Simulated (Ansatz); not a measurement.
Ti under changes of volume

One of the cells (17.636 Å³/atom); the others are scaled copies at fixed shape and fractional positions:

```
CELL_PARAMETERS angstrom
2.95000 0.00000 0.00000
-1.47500 2.55477 0.00000
0.00000 0.00000 4.68000
ATOMIC_POSITIONS crystal
Ti 0.66667 0.33333 0.75000
Ti 0.33333 0.66667 0.25000
```

```yaml
Program: Ansatz 0.2.0
Functional: LDA
Potentials_or_basis: Ansatz PAW
Cutoff: "420 eV (not typed: the program's choice for these potentials)"
k_mesh: 10 × 10 × 6
Occupations: fermi-dirac, width 0.05 eV
Spin: no spin polarisation
```

```csv
volume (Å³/atom),energy over the lowest point (meV/atom),pressure (GPa)
16.577,0.00,-3.5
16.930,10.49,-5.8
17.283,25.77,-7.9
17.636,45.37,-9.8
17.988,?,?
18.341,96.02,-13.0
18.694,126.35,-14.4
```

What does the run at 17.988 Å³/atom give?

Energy over the lowest point 68.91 meV/atom; pressure -11.5 GPa.

Worked out: A Birch-Murnaghan fit of order 3 (a polynomial in V^(-2/3)) to the other rows has its minimum at 16.09 Å³/atom, just outside them, with B0 = V·E''(V) = 126 GPa and B' = 3.5 at fixed shape and positions, which overstates the stiffness. It gives 68.88 meV/atom at 17.988 Å³/atom, against the run's 68.91, and -dE/dV = -11.5 GPa, against -11.5.

Energies are extrapolated to zero smearing.

Caveats: the PAW data sets come from PBE, with cores solved anew for the run's functional, which leaves a small shift of forces and pressure.
